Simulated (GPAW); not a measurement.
# BP (F-43m) in GPAW: a series of runs, part 2 of 3

GPAW 26.7.0. Earlier steps stand in the parts before.

## (4) Band structure, PBE

Contents of run.py:

```python
from ase import Atoms
from ase.dft.bandgap import bandgap
from ase.io import write
from gpaw import GPAW

atoms = Atoms(['P', 'B'],
              cell=[[0.0, 2.269, 2.269],
                    [2.269, 0.0, 2.269],
                    [2.269, 2.269, 0.0]],
              scaled_positions=[[0.75, 0.75, 0.75],
                                [0.0, 0.0, 0.0]],
              pbc=True)

calc = GPAW(mode='fd',
            h=0.2,
            xc='PBE',
            kpts={'size': (10, 10, 10), 'gamma': True},
            occupations={'name': 'fermi-dirac', 'width': 0.05},
            nbands=11,
            convergence={'density': 1e-05, 'energy': 1e-05},
            maxiter=150,
            txt='gpaw.txt')
atoms.calc = calc
energy = atoms.get_potential_energy()
forces = atoms.get_forces()
calc.write('gs.gpw')
write('result.traj', atoms)
print(f'Energy: {energy:.6f} eV')
print('Forces (eV/A):')
print(forces.round(4))
print('Fermi level:', round(calc.get_fermi_level(), 4), 'eV')
print(f'Gap: {bandgap(calc)[0]:.4f} eV, direct: {bandgap(calc, direct=True)[0]:.4f} eV')

path = atoms.cell.bandpath('GXWKGLUWLK,UX', npoints=100, eps=1e-4)
bs_calc = calc.fixed_density(kpts=path, symmetry='off', nbands=19,
                             convergence={'bands': 'CBM+6.0', 'eigenstates': 1e-6}, txt='bands.txt')
bs = bs_calc.band_structure()
bs.write('bs.json')
print(f'Gap on the path: {bandgap(bs_calc)[0]:.4f} eV')
```

Potentials or basis: GPAW PAW data sets (gpaw-data 1.2.1), fd.

Run with:

```
> OMP_NUM_THREADS=1 python run.py
```

gpaw.txt:

```text
__  _  _
 | _ |_)|_||  |
 |__||  | ||/\| - 26.7.0

Input parameters:
  mode=FD(),
  convergence={'density': 1e-05, 'energy': 1e-05},
  h=0.2,
  kpts=MonkhorstPack(size=(10, 10, 10), gamma=True),
  maxiter=150,
  nbands=11,
  occupations=Occupations(name='fermi-dirac', width=0.05),
  xc=XC(name='PBE')

Diagonalizing LCAO Hamiltonian
Converting LCAO to fd mode

                  P

       B

Atoms  # Å, Bohr magnetons
|   | symbol |        x |        y |        z |    initial magnetic moments |
|---|--------|----------|----------|----------|-----------------------------|
| 0 |      P | 3.403500 | 3.403500 | 3.403500 | ( 0.0000,  0.0000,  0.0000) |
| 1 |      B | 0.000000 | 0.000000 | 0.000000 | ( 0.0000,  0.0000,  0.0000) |

Unit cell  # Å
| periodic |        x |        y |        z |  lengths |    angles |
|----------|----------|----------|----------|----------|-----------|
|      yes | 0.000000 | 2.269000 | 2.269000 | 3.208851 | 60.000000 |
|      yes | 2.269000 | 0.000000 | 2.269000 | 3.208851 | 60.000000 |
|      yes | 2.269000 | 2.269000 | 0.000000 | 3.208851 | 60.000000 |

Number of symmetries: 24
Symmetry operations  # r_c * U_cc + t_c -> r_c
|    | kind |            matrix            |
|----|------|------------------------------|
|  0 |  E   |  1, 0, 0,  0, 1, 0,  0, 0, 1 |
|  1 |  σ   |  1, 0, 0,  0, 0, 1,  0, 1, 0 |
|  2 |  σ   |  1, 0,-1,  0, 1,-1,  0, 0,-1 |
|  3 |  C3  |  1, 0,-1,  0, 0,-1,  0, 1,-1 |
|  4 |  C3  |  1,-1, 0,  0,-1, 1,  0,-1, 0 |
|  5 |  σ   |  1,-1, 0,  0,-1, 0,  0,-1, 1 |
|  6 |  σ   |  0, 1, 0,  1, 0, 0,  0, 0, 1 |
|  7 |  C3  |  0, 1, 0,  0, 0, 1,  1, 0, 0 |
|  8 |  C2  |  0, 1,-1,  1, 0,-1,  0, 0,-1 |
|  9 |  S4  |  0, 1,-1,  0, 0,-1,  1, 0,-1 |
| 10 |  C3  |  0, 0, 1,  1, 0, 0,  0, 1, 0 |
| 11 |  σ   |  0, 0, 1,  0, 1, 0,  1, 0, 0 |
| 12 |  S4  |  0, 0,-1,  1, 0,-1,  0, 1,-1 |
| 13 |  C3  |  0, 0,-1,  0, 1,-1,  1, 0,-1 |
| 14 |  S4  |  0,-1, 1,  1,-1, 0,  0,-1, 0 |
| 15 |  C2  |  0,-1, 1,  0,-1, 0,  1,-1, 0 |
| 16 |  C3  |  0,-1, 0,  1,-1, 0,  0,-1, 1 |
| 17 |  S4  |  0,-1, 0,  0,-1, 1,  1,-1, 0 |
| 18 |  S4  | -1, 1, 0, -1, 0, 1, -1, 0, 0 |
| 19 |  C3  | -1, 1, 0, -1, 0, 0, -1, 0, 1 |
| 20 |  C3  | -1, 0, 1, -1, 1, 0, -1, 0, 0 |
| 21 |  S4  | -1, 0, 1, -1, 0, 0, -1, 1, 0 |
| 22 |  σ   | -1, 0, 0, -1, 1, 0, -1, 0, 1 |
| 23 |  C2  | -1, 0, 0, -1, 0, 1, -1, 1, 0 |

BZ-sampling:
  Number of BZ points: 1000
  Number of IBZ points: 47

  Monkhorst-Pack size: [10, 10, 10]
  Monkhorst-Pack shift: [0.05, 0.05, 0.05]

[... 71 lines left out ...]
      lmax: 2
    cutoffs:
      filter: 1.14  # [Å]
      core: 1.38  # [Å]
    projectors
    | kind |    occ | energy [eV] | rcut [Å] |
    |------|--------|-------------|----------|
    |   2s |  2.000 |      -9.443 |    0.635 |
    |   2p |  1.000 |      -3.606 |    0.635 |
    |    s |        |      17.768 |    0.635 |
    |    p |        |      23.605 |    0.635 |
    |    d |        |       0.000 |    0.635 |

    Using partial waves for B as LCAO basis

Reference energy: -9972.403226  # eV

eigensolver:
  PPCG
  Converge bands: occupied
  niter=2

density mixing:
  MSR1-Mixer
  Pratt-step length: 0.05
  Maximum mixing coefficient: 0.75
  Old densities: 10
  SVD Regularization: 0.005
  Good broyden scale: 1.0
  Trust region scale: 1.0
  Backstep threshold: 4.0
  History deletion threshold: 6.0
  Fourier metric: weight=20.0, sigma=0.015

occupation numbers:
  Fermi-Dirac:
    width: 0.0500  # eV

FastPoissonSolver using
    Stencil: 12*3+1=37 point O(h^6) finite-difference Laplacian
    FFT axes: [np.int64(0), np.int64(1), np.int64(2)]
    FST axes: []

xc functional:
  name: PBE with 2 nearest neighbor stencil
interpolation: tri-quintic # 5. degree polynomial

convergence criteria:
- Maximum integral of absolute [dens]ity change: 1e-05 electrons / valence electron
- Maximum [total energy] change in last 3 cyles: 1e-05 eV / valence electron
- Maximum integral of absolute [eigenst]ate change: 4e-08 eV^2 / valence electron
maximum number of iterations: 150

SCF iterations
|iter     | |      energy | eigst |  dens |
|---------|-|-------------|-------|-------|
|iter:   1| |  -13.393670 | +0.78 |       |
|iter:   2| |  -13.319715 | -0.62 | -0.70 |
|iter:   3| |  -12.801957 | -0.79 | -0.74 |
|iter:   4| |  -12.799522 | -2.12 | -1.45 |
|iter:   5| |  -12.800210 | -2.98 | -1.90 |
|iter:   6| |  -12.800319 | -4.04 | -2.52 |
|iter:   7| |  -12.800321 | -5.12 | -3.59 |
|iter:   8| |  -12.800321c| -6.17 | -3.94 |
|iter:   9| |  -12.800321c| -7.09 | -4.71 |
|iter:  10| |  -12.800321c| -7.59c| -5.48c|

Converged in 10 steps
Energy contributions relative to reference atoms: (reference = -9972.403226)

Energy contributions:
  Kinetic:          13.392352
  Coulomb:         -11.721694
  Zero:              0.135727
  External:          0.000000
  Xc:              -14.606706
  Entropy:          -0.000000
  Spinorbit:         0.000000
  ----------------------------
  Free energy:     -12.800321
  Extrapolated:    -12.800321

dipole moment: (-3.301316, -3.301316, -3.301316)  # |e|*Ang

Fermi level: 8.802
Eigenvalues  # (at kpt = [0.000, 0.000, 0.000])
| band index |      eig [eV] | occ [0-2] |
|------------|---------------|-----------|
|          0 |        -7.256 |     2.000 |
|          1 |         8.194 |     2.000 |
|          2 |         8.200 |     2.000 |
|          3 |         8.200 |     2.000 |
|          4 |        11.602 |     0.000 |
|          5 |        11.604 |     0.000 |
|          6 |        11.604 |     0.000 |
|          7 |        15.583 |     0.000 |
|          8 |        19.759 |     0.000 |
|          9 |        20.226 |     0.000 |
|         10 |        20.848 |     0.000 |

Gap: 1.242 eV
Transition (v -> c):
  (s=0, k=0, n=3, [0.00, 0.00, 0.00]) -> (s=0, k=24, n=4, [0.40, 0.40, 0.00])
Direct/indirect transitions are different
Direct gap: 3.402 eV
Transition at: (s=0, k=0, n=3, [0.00, 0.00, 0.00])

Forces  # eV/Ang
|       x |        y |        z |
|---------|----------|----------|
| 0.00000 | -0.00000 |  0.00000 |  # P    0
| 0.00000 |  0.00000 | -0.00000 |  # B    1

# Writing to gs.gpw (mode='')
```

stdout:

```text
Energy: -12.800321 eV
Forces (eV/A):
[[ 0. -0.  0.]
 [ 0.  0. -0.]]
Fermi level: 8.8018 eV
Gap: 1.2421 eV, direct: 3.4019 eV
Gap on the path: 1.2421 eV
```

Wall time 19 s (1 thread of Intel Xeon 6975P-C (Granite Rapids), shared host); peak memory 0.23 GiB.

Results:

```yaml
Free_energy: -12.8003 eV
Band_gap_on_the_k_mesh: 1.24 eV, indirect (least direct gap 3.40 eV)
Band_gap_along_the_path: 1.24 eV, indirect (least direct gap 3.40 eV)
```

Levels at the corners of the path, in eV from the valence-band top:
| point | band 1 | band 2 | band 3 | band 4 | band 5 | band 6 | band 7 | band 8 |
| --- | --- | --- | --- | --- | --- | --- | --- | --- |
| Γ | -15.46 | -0.01 | 0.00 | 0.00 | 3.40 | 3.40 | 3.40 | 7.38 |
| X | -10.60 | -8.58 | -4.11 | -4.11 | 1.33 | 1.66 | 12.06 | 12.06 |
| W | -10.32 | -8.06 | -5.67 | -5.46 | 5.32 | 6.76 | 7.24 | 7.44 |
| K | -10.60 | -8.17 | -6.22 | -3.50 | 2.15 | 5.99 | 9.70 | 10.58 |
| Γ | -15.46 | -0.01 | 0.00 | 0.00 | 3.40 | 3.40 | 3.40 | 7.38 |
| L | -12.13 | -9.03 | -1.75 | -1.75 | 3.77 | 4.70 | 4.70 | 10.15 |
| U | -10.60 | -8.17 | -6.22 | -3.50 | 2.15 | 5.99 | 9.70 | 10.58 |
| W | -10.32 | -8.06 | -5.67 | -5.46 | 5.32 | 6.76 | 7.24 | 7.44 |
| L | -12.13 | -9.03 | -1.75 | -1.75 | 3.77 | 4.70 | 4.70 | 10.15 |
| K | -10.60 | -8.17 | -6.22 | -3.50 | 2.15 | 5.99 | 9.70 | 10.58 |
| U | -10.60 | -8.17 | -6.22 | -3.50 | 2.15 | 5.99 | 9.70 | 10.58 |
| X | -10.60 | -8.58 | -4.11 | -4.11 | 1.33 | 1.66 | 12.06 | 12.06 |

Caveat: the real-space grid adds noise to forces.

[end of part 2 of 3]
